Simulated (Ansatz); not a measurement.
**WGe2P4 monolayer in a perpendicular field**

What dipole does a perpendicular field induce in the WGe2P4 monolayer, and does the gap follow? A positive field points along +c.

Main program and level: Ansatz 0.2.0; plane-wave DFT, PBE-D3(BJ), Ansatz PAW (set soft_1); PAW set soft_1.

## (1) The starting structure

The cell holds 7 atoms: 4 P, 2 Ge and 1 W. Cell: a = 3.580 Å, b = 3.580 Å, c = 48.448 Å, α = 90.0°, β = 90.0°, γ = 120.0°. Vacuum lies along c.

## (2) Relaxing the slab

The starting cell is a guess, so the in-plane lattice and the atoms are relaxed first, with the slab cut off from its images along the normal.

Contents of input.yaml:

```yaml
crystal:
  lattice:
    - [3.58, 0.0, 0.0]
    - [-1.79, 3.1003709455, 0.0]
    - [0.0, 0.0, 48.4482162967]
  atoms:
    - { symbol: P, position: [0.0, 0.0, 0.4097158062] }
    - { symbol: Ge, position: [0.3333333333, 0.6666666667, 0.4252699244] }
    - { symbol: P, position: [0.3333333333, 0.6666666667, 0.4706792329] }
    - { symbol: W, position: [0.0, 0.0, 0.5] }
    - { symbol: P, position: [0.3333333333, 0.6666666667, 0.5293207671] }
    - { symbol: Ge, position: [0.3333333333, 0.6666666667, 0.5747300756] }
    - { symbol: P, position: [0.0, 0.0, 0.5902841938] }
  periodic: [true, true, false]
kpoints:
  mp_grid: { grid: [12, 12, 1] }
hamiltonian:
  xc: pbe
  dispersion: d3bj
  pseudopotentials: { kind: paw, azcp: { folder: soft_1 } }
scf:
  occupations: { method: fermi_dirac, width: 0.05 }
  convergence: { dr2_threshold: 1.0e-09 }
relax:
  f_tol: 0.004
  max_steps: 90
  cell: {}
output:
  write_potential: true
  write_density: true
  volumetric_format: npy
```

Started as:

```bash
ansatz run input.yaml --threads 2 --pin off --max-ram 3072MiB --backend cpu --events-out ev --progress --plain --runs-dir out
```

Numbers of over 12 decimals in the logs are rounded to 6 here.

The program printed:

```text
Warning: relax.cell: scf.convergence.dr2_threshold = 1e-9 eV is looser than the 1.99148999688e-10 eV advised for a relaxation that steers and ends on the stress (1e-10 eV for each atom of the cell: 7, times the square of relax.cell.stress_2d_tol = 0.05 N/m over 18.7 Å (the atoms' height at the walk's start and 5 Å past either face), 2.667e-2 GPa, over a crystal's default 0.05). What an SCF threshold leaves in a stress goes as its square root, and in the free energy as the threshold itself, and one threshold admits the most on a small cell: [figures from the program's tests cut] Set scf.convergence.dr2_threshold to 1.99148999688e-10 eV or tighter. [rest of the remark cut]
Engine: ansatz 0.2.0, aarch64-unknown-linux-gnu
Pseudopotentials: kind: paw
Pseudopotential: P, paw, valence charge 5, recommended cutoff 420 eV (normal), soft_1/P.paw.azcp
Pseudopotential: Ge, paw, valence charge 14, recommended cutoff 420 eV (normal), soft_1/Ge.paw.azcp
Pseudopotential: W, paw, valence charge 14, recommended cutoff 420 eV (normal), soft_1/W.paw.azcp
Functional definition: PBE
  parameter kappa = 0.804
  parameter beta = 0.066725
  exchange = pbe_x(kappa = kappa, mu = beta*pi^2/3)
  correlation = pbe_c(beta = beta)
Crystal: 7 atoms, lattice volume = 537.743 Å³
Basis set: ecut = 420 eV, 10343 PW (Γ), exchange–correlation on 48×48×648 points (8 copies of the dense FFT grid, shifted against one another)
Bands: 38, of which v1, the nominal top of the filled ones, is band 31 counted from 1 (30 counted from 0)
Symmetry: 12 space group operations
Space group: P-6m2 (ITA 187), of the structure as read, at distance tolerance 8.1e-5 Å
k-points: 19 of 144 (time reversal used)
Non-local potential: P, projectors of the file, l = 0: 2, l = 1: 2, l = 2: 1
Non-local potential: Ge, projectors of the file, l = 0: 2, l = 1: 2, l = 2: 3, l = 3: 1
Non-local potential: W, projectors of the file, l = 0: 3, l = 1: 2, l = 2: 2, l = 3: 1
PAW form: soft (Blöchl's): semilocal exchange-correlation on the pseudo side does not see the compensation charge
PAW one-centre angular grid: P, 110 points (default); XC on 64 Gauss nodes
PAW one-centre angular grid: Ge, 590 points (default); XC on 64 Gauss nodes
PAW one-centre angular grid: W, 590 points (default); XC on 64 Gauss nodes
Initial density: superposition of atomic densities (neutral atoms: chi_scale 0, normalization atom)
Initial wavefunctions: pseudopotential atomic-orbital guess
Functional: x = pbe(κ = 0.804, μ = 0.219515), c = pbe(β = 0.066725)
SCF iter   1: F=—  HF=-22001.498877 eV  |F-HF|=—  |Δ(HF+E_count)|=         —  Δρ=2.47e-2  dr2=4.01e0  ethr=3.10e-3  ⟨swp⟩=17.6  Hψ=5438  notcnv=0  defer=1
preconditioner: auto → Resta (q_TF=auto, 1.903 Å⁻¹)  ε∞=2.2  [insulator: Δε(μ)=0.500 eV  Ē_g=8.448 eV  σ=0.050 eV  W_gap=0.98  n_scr=28 (ndim 8)  ℏωp=9.3 eV  f_vac=0.733  D(μ)=0.01/eV (n_scr^D=0)  ε∞_Penn≈2.2  vacuum switching on, ρ_ref=5.2e-3 e/Å³]
SCF iter   2: F=—  HF=-22000.591397 eV  |F-HF|=—  |Δ(HF+E_count)|=   9.07e-1  Δρ=1.16e-2  dr2=6.66e-1  ethr=3.10e-3  ⟨swp⟩=4.3  Hψ=1487  notcnv=0  defer=29
SCF iter   3: F=—  HF=-22000.552248 eV  |F-HF|=—  |Δ(HF+E_count)|=   3.91e-2  Δρ=4.79e-3  dr2=4.71e-1  ethr=1.07e-3  ⟨swp⟩=4.5  Hψ=1550  notcnv=0  defer=28
SCF iter   4: F=—  HF=-22000.525153 eV  |F-HF|=—  |Δ(HF+E_count)|=   2.71e-2  Δρ=3.05e-3  dr2=2.26e-1  ethr=7.60e-4  ⟨swp⟩=4.7  Hψ=1268  notcnv=0  defer=27
SCF iter   5: F=—  HF=-22000.504129 eV  |F-HF|=—  |Δ(HF+E_count)|=   2.10e-2  Δρ=8.56e-4  dr2=7.92e-3  ethr=3.65e-4  ⟨swp⟩=3.5  Hψ=1138  notcnv=0  defer=27
SCF iter   6: F=—  HF=-22000.505362 eV  |F-HF|=—  |Δ(HF+E_count)|=   1.23e-3  Δρ=4.42e-4  dr2=9.20e-4  ethr=1.28e-5  ⟨swp⟩=3.4  Hψ=1562  notcnv=0  defer=26
SCF iter   7: F=—  HF=-22000.505788 eV  |F-HF|=—  |Δ(HF+E_count)|=   4.26e-4  Δρ=1.82e-4  dr2=3.28e-4  ethr=1.48e-6  ⟨swp⟩=3.0  Hψ=1529  notcnv=0  defer=26
SCF iter   8: F=—  HF=-22000.505732 eV  |F-HF|=—  |Δ(HF+E_count)|=   5.66e-5  Δρ=4.29e-5  dr2=1.29e-5  ethr=5.28e-7  ⟨swp⟩=3.8  Hψ=1587  notcnv=0  defer=26
SCF iter   9: F=—  HF=-22000.505639 eV  |F-HF|=—  |Δ(HF+E_count)|=   9.29e-5  Δρ=1.64e-5  dr2=2.22e-6  ethr=2.09e-8  ⟨swp⟩=3.2  Hψ=1594  notcnv=0  defer=26
SCF iter  10: F=—  HF=-22000.505765 eV  |F-HF|=—  |Δ(HF+E_count)|=   1.26e-4  Δρ=3.97e-6  dr2=1.28e-7  ethr=3.57e-9  ⟨swp⟩=2.8  Hψ=1539  notcnv=0  defer=26
SCF iter  11: F=—  HF=-22000.505765 eV  |F-HF|=—  |Δ(HF+E_count)|=   5.55e-9  Δρ=1.13e-6  dr2=8.86e-9  ethr=2.07e-10  ⟨swp⟩=3.7  Hψ=1741  notcnv=0  defer=26
SCF iter  12: F=-22000.505765 eV  HF=-22000.505765 eV  |F-HF|=8.69e-10  |Δ(HF+E_count)|=  8.59e-10  Δρ=3.29e-7  dr2=5.11e-10  ethr=1.61e-12  ⟨swp⟩=11.1  Hψ=6870  notcnv=0
SCF 1 converged in 12 iterations: F = -22000.505765 eV  dr2 = 5.11e-10
  greatest PAW one-centre occupation: 0.999 electrons in one spin orbital (limit 2), on the W atom at site 3 (counted from 0), in its partial waves of l = 0
relax step   1: F+E_penalty+E_count = -22000.50576468 eV  Δ(F+E_penalty+E_count) = +0.000e0 eV  max|allowed force component| = 3.117e0 eV/Å  Δτ_max = 0.0000 Å  P = +1.901 N/m  Ω = 537.743 Å³  fix = [c, alpha, beta]  reactions: c +0.000 N/m  (12 SCF iters, accepted)
Crystal: 7 atoms, lattice volume = 529.898 Å³
Basis set: ecut = 420 eV, 10199 PW (Γ), exchange–correlation on 48×48×648 points (8 copies of the dense FFT grid, shifted against one another)
Initial density: handed on by an earlier stage of this run
Initial wavefunctions: those handed on with the density
iter 1 solved again at ethr=4.00e-4 eV; its pass at ethr=3.10e-3 eV (dr2=2.48e-1 eV) is discarded
SCF iter   1: F=—  HF=-22001.720938 eV  |F-HF|=—  |Δ(HF+E_count)|=         —  Δρ=5.23e-3  dr2=2.51e-1  ethr=4.00e-4  ⟨swp⟩=2.6  Hψ=6163  notcnv=0
preconditioner: auto → LDOS  [insulator: Δε(μ)=0.221 eV  Ē_g=8.214 eV  σ=0.050 eV  W_gap=0.77  n_scr=28 (ndim 8)  ℏωp=9.4 eV  f_vac=0.730  D(μ)=0.19/eV (n_scr^D=2)  ε∞_Penn≈2.3  β→1.0]
SCF iter   2: F=—  HF=-22001.874520 eV  |F-HF|=—  |Δ(HF+E_count)|=   1.54e-1  Δρ=5.99e-3  dr2=1.28e0  ethr=4.00e-4  ⟨swp⟩=6.7  Hψ=2230  notcnv=0  defer=1  recentre
SCF iter   3: F=—  HF=-22001.676884 eV  |F-HF|=—  |Δ(HF+E_count)|=   1.98e-1  Δρ=2.40e-3  dr2=1.28e-1  ethr=4.00e-4  ⟨swp⟩=6.1  Hψ=2117  notcnv=0  defer=27
SCF iter   4: F=—  HF=-22001.658637 eV  |F-HF|=—  |Δ(HF+E_count)|=   1.82e-2  Δρ=6.73e-4  dr2=3.71e-3  ethr=2.07e-4  ⟨swp⟩=4.3  Hψ=1248  notcnv=0  defer=27
SCF iter   5: F=—  HF=-22001.658934 eV  |F-HF|=—  |Δ(HF+E_count)|=   2.97e-4  Δρ=2.34e-4  dr2=9.05e-4  ethr=5.99e-6  ⟨swp⟩=3.5  Hψ=1577  notcnv=0  defer=27
[...]
SCF iter  10: F=—  HF=-22001.902071 eV  |F-HF|=—  |Δ(HF+E_count)|=  2.91e-11  Δρ=1.01e-6  dr2=5.17e-9  ethr=9.09e-11  ⟨swp⟩=3.4  Hψ=1730  notcnv=0  defer=23
SCF iter  11: F=-22001.902071 eV  HF=-22001.902071 eV  |F-HF|=2.47e-10  |Δ(HF+E_count)|=  4.73e-11  Δρ=2.18e-7  dr2=2.12e-10  ethr=1.61e-12  ⟨swp⟩=13.5  Hψ=6342  notcnv=0
SCF 3 converged in 11 iterations: F = -22001.902071 eV  dr2 = 2.12e-10
relax step   3: F+E_penalty+E_count = -22001.90207085 eV  Δ(F+E_penalty+E_count) = -2.432e-1 eV  max|allowed force component| = 3.376e-1 eV/Å  Δτ_max = 0.1984 Å  P = -0.850 N/m  Ω = 518.014 Å³  energy of the carried Pulay correction = +1.147e-3 eV  fix = [c, alpha, beta]  reactions: c +0.000 N/m  (11 SCF iters, accepted)
[...]
relax step   4: F+E_penalty+E_count = -22001.92170055 eV  Δ(F+E_penalty+E_count) = -1.963e-2 eV  max|allowed force component| = 8.715e-2 eV/Å  Δτ_max = 0.0538 Å  P = -0.189 N/m  Ω = 513.404 Å³  energy of the carried Pulay correction = +1.421e-3 eV  fix = [c, alpha, beta]  reactions: c +0.000 N/m  (10 SCF iters, accepted)
[...]
relax step   5: F+E_penalty+E_count = -22001.92210472 eV  Δ(F+E_penalty+E_count) = -4.042e-4 eV  max|allowed force component| = 1.677e-2 eV/Å  Δτ_max = 0.0043 Å  P = +0.026 N/m  Ω = 512.793 Å³  energy of the carried Pulay correction = +1.457e-3 eV  fix = [c, alpha, beta]  reactions: c +0.000 N/m  (8 SCF iters, accepted)
[...]
relax step   6: F+E_penalty+E_count = -22001.92211955 eV  Δ(F+E_penalty+E_count) = -1.483e-5 eV  max|allowed force component| = 1.946e-3 eV/Å  Δτ_max = 0.0006 Å  P = +0.027 N/m  Ω = 512.896 Å³  energy of the carried Pulay correction = +1.451e-3 eV  fix = [c, alpha, beta]  reactions: c +0.000 N/m  (6 SCF iters, accepted)
Initial wavefunctions: pseudopotential atomic-orbital guess (no wavefunctions were taken with the density)
iter 1 solved again at ethr=4.79e-7 eV; its pass at ethr=3.10e-3 eV (dr2=2.97e-4 eV) is discarded
SCF iter   1: F=—  HF=-22001.921014 eV  |F-HF|=—  |Δ(HF+E_count)|=         —  Δρ=2.31e-5  dr2=4.14e-7  ethr=4.79e-7  ⟨swp⟩=6.2  Hψ=8865  notcnv=0
eigensolver tolerance schedule: the retry pair's looser diagonalisation over-reported the residual by 716.61 of it (diagonalisation noise at 0.12 of the residual, at the tolerance the schedule requests for it); recorded, not acted on — ethr = c·dr2/N_el stays at c = 1.0e-1
preconditioner: auto → Resta (q_TF=auto, 1.918 Å⁻¹)  ε∞=2.4  [insulator: Δε(μ)=0.699 eV  Ē_g=8.093 eV  σ=0.050 eV  W_gap=1.00  n_scr=28 (ndim 8)  ℏωp=9.6 eV  f_vac=0.721  D(μ)=0.00/eV (n_scr^D=0)  ε∞_Penn≈2.4  vacuum switching on, ρ_ref=4.7e-3 e/Å³]
SCF iter   2: F=—  HF=-22001.921132 eV  |F-HF|=—  |Δ(HF+E_count)|=   1.18e-4  Δρ=1.22e-5  dr2=1.41e-7  ethr=6.68e-10  ⟨swp⟩=4.6  Hψ=2221  notcnv=0
SCF iter   3: F=—  HF=-22001.921133 eV  |F-HF|=—  |Δ(HF+E_count)|=   1.99e-7  Δρ=3.11e-6  dr2=1.41e-7  ethr=2.27e-10  ⟨swp⟩=3.0  Hψ=1465  notcnv=0
SCF iter   4: F=—  HF=-22001.921133 eV  |F-HF|=—  |Δ(HF+E_count)|=   1.88e-9  Δρ=1.75e-6  dr2=6.53e-8  ethr=2.27e-10  ⟨swp⟩=2.8  Hψ=1074  notcnv=0
SCF iter   5: F=—  HF=-22001.921133 eV  |F-HF|=—  |Δ(HF+E_count)|=   4.11e-9  Δρ=6.65e-7  dr2=6.99e-9  ethr=1.05e-10  ⟨swp⟩=2.1  Hψ=947  notcnv=0
SCF iter   6: F=-22001.921133 eV  HF=-22001.921133 eV  |F-HF|=1.86e-10  |Δ(HF+E_count)|=  1.56e-10  Δρ=2.05e-7  dr2=1.75e-10  ethr=1.61e-12  ⟨swp⟩=15.6  Hψ=7110  notcnv=0
SCF 7 converged in 6 iterations: F = -22001.921133 eV  dr2 = 1.75e-10
relax step   7: F+E_penalty+E_count = -22001.92113260 eV  Δ(F+E_penalty+E_count) = +9.870e-4 eV  max|allowed force component| = 1.798e-3 eV/Å  Δτ_max = 0.0000 Å  P = +0.009 N/m  Ω = 512.896 Å³  fix = [c, alpha, beta]  reactions: c +0.000 N/m  stress off target by 8.65e-3 N/m on what of the cell is left free  SCF on the basis re-selected at this cell (its energy is not comparable with the rows above)  (6 SCF iters)
basis re-selected at this cell: Δ(F+E_penalty+E_count) = +9.870e-4 eV, ΔP = -0.018 N/m vs the last step (what re-selecting the basis moved, of the pressure what is left beyond the Pulay correction that the steps carried, after the strain that the cell walked since its last selection, with what the two solves' SCF thresholds leave and, on support functions, any second-order correction that the steps lacked; it is no m [...]
WARN: The output density's exchange-correlation potential varies sharply where the density is thin. Do not read a vacuum level from v_tot or v_xc, or from such a field of the output density. On a cell that repeats whose density bears no net charge and no dipole along the vacuum's axis use v_es (v_loc + v_h of the components); under efield.dipole_correction with no amplitude use v_es + v_field, which holds any externa [...]
SCF converged after 6 iterations
Free energy (F): -22001.921133 eV
Harris-Foulkes:  -22001.921133 eV  (|F-HF|=1.86e-10)
Internal energy: -22001.921099 eV  (E = F + TS)
E sigma→0 (E₀):  -22001.921116 eV
Entropy (-TS):   -0.000034 eV (-0.005 meV/atom)
Fermi energy:    -5.008290 eV
--- Per-component energies (eV) ---
  E_band       = -1376.267397
  E_kinetic    = 883.822888
  E_local      = -280773.174160  (includes V_loc(G=0)·N_el)
  E_nonlocal   = 542.944471
  E_hartree    = 139677.944941
  E_xc         = -702.518645
  E_vxc        = -605.654625  (∫ρ·V_xc dr)
  E_paw        = -14839.693082  (= ΣΔE_a)
  E_vpaw       = -780.095286  (= ΣTr[D̂ρ^β])
  E_aug_tail   = 0.000182  (compensation charges beyond the density's cutoff)
  E_ewald      = 133211.155283
  E_disp       = -2.402977  (pairwise vdW)
  E_smearing   = -0.000034  (= −TS)
  E_closure    = -0.000000  (closes the sum)
  Σ components = -22001.921133   (vs F -22001.921133, Δ=0.00e0)
--- Forces (eV/Å), atoms counted from 1 ---
  atom   1  P     -0.00000000    -0.00000000    -0.00106543
  atom   2  Ge     0.00000000    -0.00000000    -0.00179813
  atom   3  P      0.00000000    -0.00000000     0.00138593
  atom   4  W     -0.00000000     0.00000000     0.00000000
  atom   5  P      0.00000000    -0.00000000    -0.00138593
  atom   6  Ge     0.00000000     0.00000000     0.00179813
  atom   7  P     -0.00000000    -0.00000000     0.00106543
  max |Σ_I F_I| component: 4.46e-16 eV/Å
--- 2D stress c σ (N/m, compression-positive) ---
        0.008645       0.000000       0.000000
        0.000000       0.008645       0.000000
        0.000000       0.000000       0.000000
  P = ½ c Tr σ = 0.0086 N/m
--- Band table (eV; the first three rows and the last of 19) ---
  k-point 0: bands = [... 27 lower, -5.7217, -5.6769, -5.6769, -5.4509, -2.4739, -2.4739, -2.3203, -2.2628, ... 3 higher]
  k-point 1: bands = [... 27 lower, -6.1627, -5.9304, -5.8778, -5.4402, -2.7125, -2.5489, -2.2795, -2.1039, ... 3 higher]
  k-point 2: bands = [... 27 lower, -6.3910, -6.3263, -6.2733, -5.6307, -3.1249, -3.0376, -2.3025, -2.1712, ... 3 higher]
  k-point 18: bands = [... 27 lower, -8.0122, -7.0295, -6.3705, -5.3719, -4.6732, -4.0688, -3.4045, -2.7696, ... 3 higher]
  the weakly bound empty levels are not read free of the cell's end (no_gap_told)
--- Relaxed structure (6 steps of the walk, 6 accepted, 1 SCFs on fresh bases) ---
  F+E_penalty+E_count = -22001.92113260 eV   max|allowed force component| = 1.798e-3 eV/Å   (the final SCF, on the basis selected at the relaxed cell)
  cell:  # Å, volume = 512.8955 Å³
    - [3.496313, 0, 0.0]
    - [-1.748156, 3.027895, 0.0]
    - [0.0, 0.0, 48.4482162967]
  atoms:
    - { symbol: P, position: [1.0573552618554981e-17, -5.135725556199064e-17, 0.400386] }
    - { symbol: Ge, position: [0.333333, 0.666667, 0.423295] }
    - { symbol: P, position: [0.333333, 0.666667, 0.471185] }
    - { symbol: W, position: [1.0573552618554981e-17, -5.135725556199064e-17, 0.5] }
    - { symbol: P, position: [0.333333, 0.666667, 0.528815] }
    - { symbol: Ge, position: [0.333333, 0.666667, 0.576705] }
    - { symbol: P, position: [1.0573552618554981e-17, -5.135725556199064e-17, 0.599614] }
```

Elapsed: 2.9 min, on 2 threads of Arm Neoverse V1, shared host; peak memory 0.82 GiB.

Relaxation path:

```tsv
step	energy less that of the first step (eV)	largest force component (eV/Å)	volume (Å³)
1	0.0000	3.1167	537.74
2	-1.1531	1.0997	529.90
3	-1.3963	0.3376	518.01
4	-1.4159	0.0871	513.40
5	-1.4163	0.0168	512.79
6	-1.4164	0.0019	512.90
7*	-1.4154	0.0018	512.90
```

Relaxation steps marked * repeat the geometry before them on a plane-wave basis chosen anew for their cell, so energy and pressure can jump there.

Forces are held to the 12 operations that the run works with; a distortion that breaks them can't arise in this run.

```tsv
cell as run	before	after	change
a (Å)	3.580	3.496	-2.3 %
b (Å)	3.580	3.496	-2.3 %
```

The atoms that moved most (Å, along periodic axes as changes of fractional coordinates times the final cell, across vacuum about the mean position):

```tsv
atom	dx	dy	dz	length
P7	0.000	0.000	0.452	0.452
P1	0.000	0.000	-0.452	0.452
Ge2	0.000	0.000	-0.096	0.096
Ge6	0.000	0.000	0.096	0.096
P3	0.000	0.000	0.024	0.024
P5	0.000	0.000	-0.024	0.024
```

The lattice constant a goes from 3.580 to 3.496 Å.

(Part 1 of 2 ends here.)

[Logs are printed without paths, hosts, clocks, repeated set-up lines and the standing remarks that a program may print on its own settings, such as how far it seeks lower states.]

[Hosts, paths, dates, database ids (printed as entryN), source tags and the programs' standing remarks are cut or masked in the printed files.]

[Maps of the electrostatic potential energy from Ansatz leave out the sawtooth potential of an applied field or a dipole correction, so their vacuum need not be flat; planar profiles and work functions include it.]
